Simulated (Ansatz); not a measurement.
# PbS (I4/mmm): G0W0 against its settings

PbS (I4/mmm) from a database of computed structures, relaxed with r2SCAN+rVV10; one-shot G0W0 in Ansatz without spin-orbit coupling. Calculated for a static, non-magnetic cell.

```yaml
crystal:
  lattice:
    - [5.95559, 0.00000, 0.00000]
    - [0.00000, 2.96854, 2.96854]
    - [0.00000, -2.96854, 2.96854]
  atoms:
    - { symbol: Pb, position: [0.74989, 0.26052, 0.76052] }
    - { symbol: Pb, position: [0.25011, 0.76052, 0.26052] }
    - { symbol: S, position: [0.74966, 0.76048, 0.26048] }
    - { symbol: S, position: [0.25034, 0.26048, 0.76048] }
```

Gaps are read over the mesh points alone. G0W0 here is at a finite number of bands, screening cutoff and k mesh, not at the basis limit.

| start | potentials | frequency model | mesh | empty bands | screening cutoff (eV) | Kohn-Sham gap (eV) | G0W0 gap (eV) | rough cost |
| --- | --- | --- | --- | --- | --- | --- | --- | --- |
| HSE06 | PAW | contour deformation | 2×4×4 | 394 | 140 | 0.83 | 0.79 | 23 core-minutes |
| r2SCAN | PAW | contour deformation | 2×4×4 | 394 | 140 | 0.62 | 0.70 | 14 core-minutes |
| PBE | PAW | contour deformation | 4×4×4 | 170 | 80 | 0.38 | 0.46 | 5 core-minutes |

The quasiparticle gap on this mesh is 0.79 eV (direct at R), against 0.83 eV from HSE06: -0.04 eV. Renormalisation factors Z lie between 0.75 and 0.79.

Starting from r2SCAN (0.62 eV against HSE06's 0.83 eV) gives 0.70 eV, -0.09 eV from G0W0@HSE06 at the same screening cutoff. On these meshes the dielectric constant comes out too large, which adds an error that these runs don't bound. r2SCAN runs take a wave cutoff of 500 eV.

The program warns that the k mesh is coarse for exact exchange in some of these runs, so their gaps aren't converged.
